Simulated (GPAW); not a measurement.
# MoP (P-6m2) in GPAW: further runs

One crystal, MoP, is run at these levels: LDA, TPSS; tasks: band structure, equation of state.

Everything below comes from runs of GPAW 26.7.0. Logs are shortened: lines on timing, memory, paths and dates and some standing lists are left out, and cuts for length are marked. The log counts tension as positive stress, the text compression.

### Step 1. The structure

Symmetry: P-6m2, No. 187, hexagonal system. The conventional cell has a = 3.223 Å, b = 3.223 Å, c = 3.191 Å, α = 90.00°, β = 90.00°, γ = 120.00°. Mo (site symmetry -6m2) is surrounded by 6 P at 2.45 Å. P (site symmetry -6m2) has 6 Mo at 2.45 Å as nearest neighbours.

### Step 2. Band structure, LDA

Input file run.py:

```python
from ase.dft.bandgap import bandgap
from ase.io import read, write
from ase.units import GPa
from gpaw import GPAW, PW, setup_paths

setup_paths.insert(0, '.')

atoms = read('MoP.cif')

calc = GPAW(mode=PW(600),
            xc='LDA',
            kpts={'size': (7, 7, 6), 'gamma': True},
            occupations={'name': 'fermi-dirac', 'width': 0.05},
            nbands=20,
            convergence={'density': 1e-05, 'energy': 1e-05},
            maxiter=150,
            txt='gpaw.txt')
atoms.calc = calc
energy = atoms.get_potential_energy()
forces = atoms.get_forces()
stress = atoms.get_stress()
calc.write('gs.gpw')
write('result.traj', atoms)
print(f'Energy: {energy:.6f} eV')
print('Forces (eV/A):')
print(forces.round(4))
print('Stress (GPa):', (stress / GPa).round(3))
print('Fermi level:', round(calc.get_fermi_level(), 4), 'eV')
print(f'Gap: {bandgap(calc)[0]:.4f} eV, direct: {bandgap(calc, direct=True)[0]:.4f} eV')

path = atoms.cell.bandpath('GMKGALHA,LM,KH', npoints=60, eps=1e-4)
bs_calc = calc.fixed_density(kpts=path, symmetry='off', nbands=30,
                             convergence={'bands': 'CBM+6.0', 'eigenstates': 1e-6}, txt='bands.txt')
bs = bs_calc.band_structure()
bs.write('bs.json')
print(f'Gap on the path: {bandgap(bs_calc)[0]:.4f} eV')
```

Input file MoP.cif:

```cif
data_MoP
_cell_length_a 3.22300000
_cell_length_b 3.22300000
_cell_length_c 3.19100000
_cell_angle_alpha 90.00000000
_cell_angle_beta 90.00000000
_cell_angle_gamma 120.00000000
_space_group_name_H-M_alt 'P-6m2'
_space_group_name_Hall 'P -6 2'
_space_group_IT_number 187
loop_
_space_group_symop_operation_xyz
'x,y,z'
'-x+y,-x,-z'
'-y,x-y,z'
'x,y,-z'
'-x+y,-x,z'
'-y,x-y,-z'
'-y,-x,-z'
'x,x-y,z'
'-x+y,y,-z'
'-y,-x,z'
'x,x-y,-z'
'-x+y,y,z'
loop_
_atom_site_label
_atom_site_type_symbol
_atom_site_symmetry_multiplicity
_atom_site_Wyckoff_symbol
_atom_site_fract_x
_atom_site_fract_y
_atom_site_fract_z
_atom_site_occupancy
Mo1 Mo 1 a 0.0000000000 0.0000000000 0.0000000000 1
P1 P 1 d 0.3333333333 0.6666666667 0.5000000000 1
```

Potentials or basis: PAW data sets generated in the run's folder for this functional, pw.

Launch:

```sh
$ gpaw-setup -f LDA Mo P
$ OMP_NUM_THREADS=1 python run.py
```

gpaw.txt:

```text
__  _  _
 | _ |_)|_||  |
 |__||  | ||/\| - 26.7.0

Input parameters:
  mode=PW(ecut=600.0),
  convergence={'density': 1e-05, 'energy': 1e-05},
  kpts=MonkhorstPack(size=(7, 7, 6), gamma=True),
  maxiter=150,
  nbands=20,
  occupations=Occupations(name='fermi-dirac', width=0.05),
  xc=XC(name='LDA')

Diagonalizing LCAO Hamiltonian
Converting LCAO to pw mode

         P

       Mo

Atoms  # Å, Bohr magnetons
|   | symbol |         x |        y |        z |    initial magnetic moments |
|---|--------|-----------|----------|----------|-----------------------------|
| 0 |     Mo |  0.000000 | 0.000000 | 0.000000 | ( 0.0000,  0.0000,  0.0000) |
| 1 |      P | -0.000000 | 1.860800 | 1.595500 | ( 0.0000,  0.0000,  0.0000) |

Unit cell  # Å
| periodic |         x |        y |        z |  lengths |     angles |
|----------|-----------|----------|----------|----------|------------|
|      yes |  3.223000 | 0.000000 | 0.000000 | 3.223000 |  90.000000 |
|      yes | -1.611500 | 2.791200 | 0.000000 | 3.223000 |  90.000000 |
|      yes |  0.000000 | 0.000000 | 3.191000 | 3.191000 | 120.000000 |

Number of symmetries: 12
Symmetry operations  # r_c * U_cc + t_c -> r_c
|    | kind |            matrix            |
|----|------|------------------------------|
|  0 |  σ   |  1, 1, 0,  0,-1, 0,  0, 0, 1 |
|  1 |  C2  |  1, 1, 0,  0,-1, 0,  0, 0,-1 |
|  2 |  E   |  1, 0, 0,  0, 1, 0,  0, 0, 1 |
|  3 |  σ   |  1, 0, 0,  0, 1, 0,  0, 0,-1 |
|  4 |  C3  |  0, 1, 0, -1,-1, 0,  0, 0, 1 |
|  5 |  S3  |  0, 1, 0, -1,-1, 0,  0, 0,-1 |
|  6 |  σ   |  0,-1, 0, -1, 0, 0,  0, 0, 1 |
|  7 |  C2  |  0,-1, 0, -1, 0, 0,  0, 0,-1 |
|  8 |  σ   | -1, 0, 0,  1, 1, 0,  0, 0, 1 |
|  9 |  C2  | -1, 0, 0,  1, 1, 0,  0, 0,-1 |
| 10 |  C3  | -1,-1, 0,  1, 0, 0,  0, 0, 1 |
| 11 |  S3  | -1,-1, 0,  1, 0, 0,  0, 0,-1 |

BZ-sampling:
  Number of BZ points: 294
  Number of IBZ points: 32

  Monkhorst-Pack size: [7, 7, 6]
  Monkhorst-Pack shift: [0.0, 0.0, 0.08333333333333333]

K-points  # in reciprocal-cell coordinates
|     |                                coordinates |     weight |
|-----|--------------------------------------------|------------|
|   0 | (  0.00000000,   0.00000000,   0.00000000) | 0.00340136 |
|   1 | (  0.00000000,   0.00000000,   0.16666667) | 0.00680272 |
|   2 | (  0.00000000,   0.00000000,   0.33333333) | 0.00680272 |
|   3 | (  0.00000000,   0.00000000,   0.50000000) | 0.00340136 |
|   4 | (  0.14285714,   0.00000000,   0.00000000) | 0.02040816 |
|   5 | (  0.14285714,   0.00000000,   0.16666667) | 0.04081633 |
|   6 | (  0.14285714,   0.00000000,   0.33333333) | 0.04081633 |
|   7 | (  0.14285714,   0.00000000,   0.50000000) | 0.02040816 |
|   8 | (  0.28571429,  -0.14285714,   0.00000000) | 0.02040816 |
|   9 | (  0.28571429,  -0.14285714,   0.16666667) | 0.04081633 |
| ... |                                            |            |
|  31 | (  0.42857143,   0.42857143,   0.50000000) | 0.02040816 |

Plane wave coefficients: 972
Cutoff: 600.0 eV

Spin-components: 1 (collinear spins)
Bands:           20
Projectors:      11
Spin-degeneracy: 2
Datatype:        complex128

Parallelization:
  kpt:    1
  domain: 1
  band:   1

Density:
  Valence electrons: 19.0
  Components: 1
  Grid points: [20 20 20]
  Charge: 0.0  # |e|

Potential:
  Grid points: [20 20 20]

species:
  Mo:
    name:    Molybdenum
    Z:       42.0
    valence: 14
    core:    28
    charge:  0.0  # [|e|]
    compensation charges:
      type: gauss
      rc: 0.38  # [Å]
      lmax: 2
    cutoffs:
      filter: 2.16  # [Å]
      core: 1.42  # [Å]
    projectors
    | kind |    occ | energy [eV] | rcut [Å] |
    |------|--------|-------------|----------|
    |   4s |  2.000 |     -64.384 |    1.238 |
    |   5s |  1.000 |      -4.319 |    1.238 |
    |   4p |  6.000 |     -38.595 |    1.296 |
    |   5p |  0.000 |      -1.161 |    1.296 |
    |   4d |  5.000 |      -3.933 |    1.296 |
    |    d |        |      23.278 |    1.296 |

    Using partial waves for Mo as LCAO basis

  P:
    name:    Phosphorus
    Z:       15.0
    valence: 5
    core:    10
    charge:  0.0  # [|e|]
    compensation charges:
      type: gauss
      rc: 0.30  # [Å]
      lmax: 2
    cutoffs:
      filter: 1.69  # [Å]
      core: 1.81  # [Å]
    projectors
    | kind |    occ | energy [eV] | rcut [Å] |
    |------|--------|-------------|----------|
    |   3s |  2.000 |     -14.015 |    0.953 |
    |   3p |  3.000 |      -5.596 |    0.953 |
    |    s |        |      13.197 |    0.953 |
    |    p |        |      21.615 |    0.953 |
    |    d |        |       0.000 |    0.953 |

    Using partial waves for P as LCAO basis

Reference energy: -119292.418848  # eV

eigensolver:
  PPCG
  Converge bands: occupied
  niter=2

density mixing:
  MSR1-Mixer
  Pratt-step length: 0.05
  Maximum mixing coefficient: 0.75
  Old densities: 10
  SVD Regularization: 0.005
  Good broyden scale: 1.0
  Trust region scale: 1.0
  Backstep threshold: 4.0
  History deletion threshold: 6.0
  Fourier metric: weight=20.0, sigma=0.015

occupation numbers:
  Fermi-Dirac:
    width: 0.0500  # eV

poisson solver:
  ecut: 4800.0  # eV

xc functional:
  name: None

convergence criteria:
- Maximum integral of absolute [dens]ity change: 1e-05 electrons / valence electron
- Maximum [total energy] change in last 3 cyles: 1e-05 eV / valence electron
- Maximum integral of absolute [eigenst]ate change: 4e-08 eV^2 / valence electron
maximum number of iterations: 150

SCF iterations
|iter     | |      energy | eigst |  dens |
|---------|-|-------------|-------|-------|
|iter:   1| |  -21.265995 | +0.52 |       |
|iter:   2| |  -20.930497 | -1.92 | -0.99 |
|iter:   3| |  -20.103231 | -1.31 | -1.06 |
|iter:   4| |  -20.086395 | -2.84 | -1.65 |
|iter:   5| |  -20.084076 | -3.45 | -1.92 |
|iter:   6| |  -20.083924 | -4.72 | -2.57 |
|iter:   7| |  -20.083929c| -6.10 | -3.40 |
|iter:   8| |  -20.083928c| -7.59c| -4.12 |
|iter:   9| |  -20.083928c| -7.71c| -4.93 |
|iter:  10| |  -20.083928c| -8.94c| -5.51c|

Converged in 10 steps
Energy contributions relative to reference atoms: (reference = -119292.418848)

Energy contributions:
  Kinetic:          -5.095287
  Coulomb:           1.606437
  Zero:             -0.287417
  External:          0.000000
  Xc:              -16.303087
  Entropy:          -0.009146
  Spinorbit:         0.000000
  ----------------------------
  Free energy:     -20.088501
  Extrapolated:    -20.083928

dipole moment: (-7.872365, -9.351999, -11.915758)  # |e|*Ang

Fermi level: 12.115
Eigenvalues  # (at kpt = [0.000, 0.000, 0.000])
| band index |      eig [eV] | occ [0-2] |
|------------|---------------|-----------|
|          0 |       -48.886 |     2.000 |
|          1 |       -23.148 |     2.000 |
|          2 |       -22.904 |     2.000 |
|          3 |       -22.904 |     2.000 |
|          4 |        -1.667 |     2.000 |
|          5 |         8.029 |     2.000 |
[... 9 lines left out ...]
|         15 |        21.147 |     0.000 |
|         16 |        21.147 |     0.000 |
|        ... |               |           |
|         19 |        30.459 |     0.000 |

No gap
No difference between direct/indirect transitions

Forces  # eV/Ang
|        x |        y |       z |
|----------|----------|---------|
|  0.00000 |  0.00000 | 0.00000 |  # Mo   0
| -0.00000 | -0.00000 | 0.00000 |  # P    1

Stress tensor  # eV/Ang^3
|         x |         y |        z |
|-----------|-----------|----------|
|  0.039227 | -0.000000 | 0.000000 |
| -0.000000 |  0.039227 | 0.000000 |
|  0.000000 |  0.000000 | 0.059807 |

# Writing to gs.gpw (mode='')
```

stdout:

```text
Energy: -20.083928 eV
Forces (eV/A):
[[ 0.  0.  0.]
 [-0. -0.  0.]]
Stress (GPa): [ 6.285  6.285  9.582  0.     0.    -0.   ]
Fermi level: 12.1154 eV
Gap: 0.0000 eV, direct: 0.0000 eV
Gap on the path: 0.0000 eV
```

Wall time 14 s (1 thread of Intel Xeon 6975P-C (Granite Rapids), shared host); peak memory 0.21 GiB.

What came out:

* Free energy: -20.0885 eV
* Pressure: -7.4 GPa
* Band gap along the path: none (metal or under the smearing width)

Levels at the corners of the path, in eV from the Fermi level:
```tsv
point	band 5	band 6	band 7	band 8	band 9	band 10	band 11	band 12	band 13	band 14
Γ	-13.78	-4.09	-3.19	-3.19	-0.61	0.36	0.36	4.19	4.19	5.64
M	-11.15	-7.13	-3.81	-3.63	-1.17	-0.33	1.78	2.40	4.72	6.22
K	-10.71	-6.45	-5.14	-3.63	-1.42	0.00	0.72	0.88	6.88	8.92
Γ	-13.78	-4.09	-3.19	-3.19	-0.61	0.36	0.36	4.19	4.19	5.64
A	-11.36	-7.71	-2.61	-2.61	-1.58	-1.58	1.34	3.02	3.02	7.97
L	-10.92	-6.00	-5.18	-4.30	-0.94	1.50	1.85	3.62	5.10	6.29
H	-10.66	-6.74	-5.57	-3.14	-1.21	1.55	3.35	4.27	4.32	5.05
A	-11.36	-7.71	-2.61	-2.61	-1.58	-1.58	1.34	3.02	3.02	7.97
L	-10.92	-6.00	-5.18	-4.30	-0.94	1.50	1.85	3.62	5.10	6.29
M	-11.15	-7.13	-3.81	-3.63	-1.17	-0.33	1.78	2.40	4.72	6.22
K	-10.71	-6.45	-5.14	-3.63	-1.42	0.00	0.72	0.88	6.88	8.92
H	-10.66	-6.74	-5.57	-3.14	-1.21	1.55	3.35	4.27	4.32	5.05
```

### Step 3. Equation of state, LDA

Input file run.py:

```python
from ase.eos import EquationOfState
from ase.io import Trajectory, read
from ase.units import GPa
from gpaw import GPAW, PW, setup_paths

setup_paths.insert(0, '.')

atoms = read('MoP.xyz')

traj = Trajectory('eos.traj', 'w')
volumes, energies = [], []
for x in [0.94, 0.96, 0.98, 1.0, 1.02, 1.04, 1.06]:
    a = atoms.copy()
    a.set_cell(atoms.cell * x**(1 / 3), scale_atoms=True)
    calc = GPAW(mode=PW(600),
                xc='LDA',
                kpts={'size': (7, 7, 6), 'gamma': True},
                occupations={'name': 'fermi-dirac', 'width': 0.05},
                nbands=20,
                convergence={'density': 1e-05, 'energy': 1e-05},
                maxiter=150,
                txt=f'eos-{x:.2f}.txt')
    a.calc = calc
    energies.append(a.get_potential_energy(force_consistent=True))
    volumes.append(a.get_volume())
    p = -a.get_stress()[:3].mean() / GPa
    calc.write(f'eos-{x:.2f}.gpw')
    traj.write(a)
    print(f'{x:.2f} {volumes[-1]:10.4f} A^3 {energies[-1]:14.6f} eV {p:9.3f} GPa', flush=True)

v0, e0, B = EquationOfState(volumes, energies, eos='birchmurnaghan').fit()
print(f'V0 = {v0:.4f} A^3, E0 = {e0:.6f} eV, B0 = {B / GPa:.2f} GPa')
```

Input file MoP.xyz:

```xyz
2
Lattice="3.2230000000 0.0000000000 0.0000000000 -1.6115000000 2.7911998764 0.0000000000 0.0000000000 0.0000000000 3.1910000000" Properties=species:S:1:pos:R:3 pbc="T T T"
Mo     0.0000000000      0.0000000000      0.0000000000
P     -0.0000000002      1.8607999177      1.5955000000
```

Potentials or basis: PAW data sets generated in the run's folder for this functional, pw.

Launch:

```sh
$ gpaw-setup -f LDA Mo P
$ OMP_NUM_THREADS=1 python run.py
```

Wall time 44 s (1 thread of Intel Xeon 6975P-C (Granite Rapids), shared host); peak memory 0.21 GiB.

It converged, with:

```yaml
Equilibrium_volume: 13.91 Å³/atom
Bulk_modulus_at_fixed_shape_and_positions: 250 GPa
Pressure_derivative_of_the_bulk_modulus: 4.4
```

Energy against volume, from the lowest point:
| volume (Å³/atom) | energy (meV/atom) |
| --- | --- |
| 13.492 | 9.40 |
| 13.779 | 0.00 |
| 14.066 | 0.33 |
| 14.353 | 9.38 |
| 14.640 | 26.20 |
| 14.927 | 50.00 |
| 15.214 | 80.02 |

Caveat: the cell was scaled at fixed shape and fractional positions, which overstates the stiffness of a crystal with free parameters, most of all of layers and chains.

### Step 4. Band structure, TPSS, spin-orbit coupling, no magnetisation

Input file run.py:

```python
import numpy as np
from ase.dft.bandgap import bandgap
from ase.io import read, write
from ase.units import GPa
from gpaw import GPAW, PW
from gpaw.spinorbit import soc_eigenstates

atoms = read('MoP.cif')

calc = GPAW(mode=PW(600),
            xc='MGGA_X_TPSS+MGGA_C_TPSS',
            kpts={'size': (7, 7, 6), 'gamma': True},
            occupations={'name': 'fermi-dirac', 'width': 0.05},
            nbands=20,
            convergence={'density': 1e-05, 'energy': 1e-05},
            eigensolver='davidson',
            maxiter=150,
            txt='gpaw.txt')
atoms.calc = calc
energy = atoms.get_potential_energy()
forces = atoms.get_forces()
stress = atoms.get_stress()
calc.write('gs.gpw')
write('result.traj', atoms)
print(f'Energy: {energy:.6f} eV')
print('Forces (eV/A):')
print(forces.round(4))
print('Stress (GPa):', (stress / GPa).round(3))
print('Fermi level:', round(calc.get_fermi_level(), 4), 'eV')
print(f'Gap: {bandgap(calc)[0]:.4f} eV, direct: {bandgap(calc, direct=True)[0]:.4f} eV')

path = atoms.cell.bandpath('GMKGALHA,LM,KH', npoints=100, eps=1e-4)
bs_calc = calc.fixed_density(kpts=path, symmetry='off', nbands=30,
                             convergence={'bands': 'CBM+6.0', 'eigenstates': 1e-6}, txt='bands.txt')
bs = bs_calc.band_structure()
bs.write('bs.json')
print(f'Gap on the path: {bandgap(bs_calc)[0]:.4f} eV')

soc = soc_eigenstates(bs_calc, theta=90, phi=0, ignore_xc_potential=True)
np.savetxt('soc_bands.dat', soc.eigenvalues(), fmt='%.4f')
mesh = soc_eigenstates('gs.gpw', theta=90, phi=0, ignore_xc_potential=True)
np.savetxt('soc_mesh.dat', mesh.eigenvalues(), fmt='%.4f')
print('Fermi level with spin-orbit coupling:', round(mesh.fermi_level, 4), 'eV')
```

MoP.cif is that of step 2.

Potentials or basis: GPAW PAW data sets (gpaw-data 1.2.1), pw.

Launch:

```sh
$ OMP_NUM_THREADS=1 python run.py
```

It took 49 s on 1 thread of Intel Xeon 6975P-C (Granite Rapids), shared host; peak memory 0.37 GiB.

The run converged. Its results:

| Property | Result |
| --- | --- |
| Free energy | -29.8752 eV |
| Pressure | 1.1 GPa |
| Band gap along the path | none (metal or under the smearing width) |

Stress tensor (GPa, compression positive):
```
0.97 0.00 0.00
0.00 0.97 0.00
0.00 0.00 1.22
```

Levels at the corners of the path, in eV from the Fermi level:
```
point  band 15  band 16  band 17  band 18  band 19  band 20  band 21  band 22
    Γ    -3.19    -3.19    -0.65    -0.65     0.32     0.32     0.42     0.42
    M    -3.66    -3.66    -1.23    -1.23    -0.33    -0.33     1.78     1.78
    K    -3.68    -3.64    -1.46    -1.39    -0.07     0.08     0.75     0.76
    Γ    -3.19    -3.19    -0.65    -0.65     0.32     0.32     0.42     0.42
    A    -2.60    -2.60    -1.65    -1.65    -1.51    -1.51     1.41     1.41
    L    -4.35    -4.35    -0.99    -0.99     1.51     1.51     1.90     1.90
    H    -3.24    -3.22    -1.27    -1.23     1.59     1.60     3.32     3.42
    A    -2.60    -2.60    -1.65    -1.65    -1.51    -1.51     1.41     1.41
    L    -4.35    -4.35    -0.99    -0.99     1.51     1.51     1.90     1.90
    M    -3.66    -3.66    -1.23    -1.23    -0.33    -0.33     1.78     1.78
    K    -3.68    -3.64    -1.46    -1.39    -0.07     0.08     0.75     0.76
    H    -3.24    -3.22    -1.27    -1.23     1.59     1.60     3.32     3.42
```

Caveat: spin-orbit coupling was added after a scalar SCF, so levels and gaps hold it while energy, forces, pressure and moments don't; this program's spin-orbit splittings come out too wide for heavy elements; the PAW data sets were made with another functional, which shifts forces and pressure a little.

### Step 5. Summary

```csv
task,level,potentials or basis,spin,band path,band points,eigensolver,spin axis theta (degrees),spin axis phi (degrees),pressure (GPa)
band structure,LDA,"PAW data sets generated in the run's folder for this functional, pw",off,"GMKGALHA,LM,KH",60,-,-,-,-7.4
equation of state,LDA,"PAW data sets generated in the run's folder for this functional, pw",off,-,-,-,-,-,-
band structure,TPSS,"GPAW PAW data sets (gpaw-data 1.2.1), pw","SOC, no magnetisation","GMKGALHA,LM,KH",100,davidson,90,0,1.1
```

Alike in all rows: cell as given; k mesh 7 × 7 × 6; cutoff (eV) 600; smearing fermi-dirac 0.05 eV.

Caveats: the cell was scaled at fixed shape and fractional positions, which overstates the stiffness of a crystal with free parameters, most of all of layers and chains (some runs); spin-orbit coupling was added after a scalar SCF, so levels and gaps hold it while energy, forces, pressure and moments don't (some runs); this program's spin-orbit splittings come out too wide for heavy elements (some runs); the PAW data sets were made with another functional, which shifts forces and pressure a little (some runs).

Total energies depend on the potentials used, so only differences within one code and one set of settings carry meaning.
